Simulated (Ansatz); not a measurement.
**Compressing KMgF3: a fit and a missing row**

KMgF3, Pm-3m, a = 4.054 Å. The structure is a COD entry; whether it is the stable form wasn't checked. Ansatz: PBE, PAW, 420 eV, Γ-centred 6×6×6 mesh on 5 atoms, Gaussian smearing 0.02 eV; no spin polarisation. Symmetry fixes shape and atoms, so the cell is only scaled; pressure is positive in compression.

| V (Å³/atom) | P (GPa) |
| --- | --- |
| 11.728 | ? |
| 12.128 | 7.71 |
| 12.528 | 4.70 |
| 12.927 | 2.16 |
| 13.327 | 0.01 |
| 13.727 | -1.83 |
| 14.127 | -3.39 |
| 14.660 | -5.11 |

Take V0 = 13.327 Å³/atom, count pressures from its P0 = 0.01 GPa, fit the third-order Birch–Murnaghan form to the other rows, and predict the missing pressure.

With the Eulerian strain f = ½[(V0/V)^(2/3) − 1] and y = (P − P0)/[3f(1 + 2f)^(5/2)], the form is the line y = B0 + 1.5 B0 (B0′ − 4) f. Rows (f, y): 0.03243, 67.6; 0.02104, 67.0; 0.01026, 66.4; -0.00976, 66.0; -0.01906, 65.5; -0.03079, 65.0. Means f = 0.0006867, y = 66.250; Σ(Δf)² = 0.003003, ΣΔfΔy = 0.1163; the slope is their ratio. y = 66.22 + 38.73 f GPa, so B0 = 66.2 GPa and B0′ = 4 + 2 × (38.73)/(3 × 66.22) = 4.39. At V = 11.728, f = 0.04447, y = 67.94 and P = 11.23 GPa. The run gave 11.25 GPa, so the fit is 0.02 GPa too low, a small miss on the scale of the series.

Symmetry holds off the tilts and polar distortions that many cubic perovskites undergo.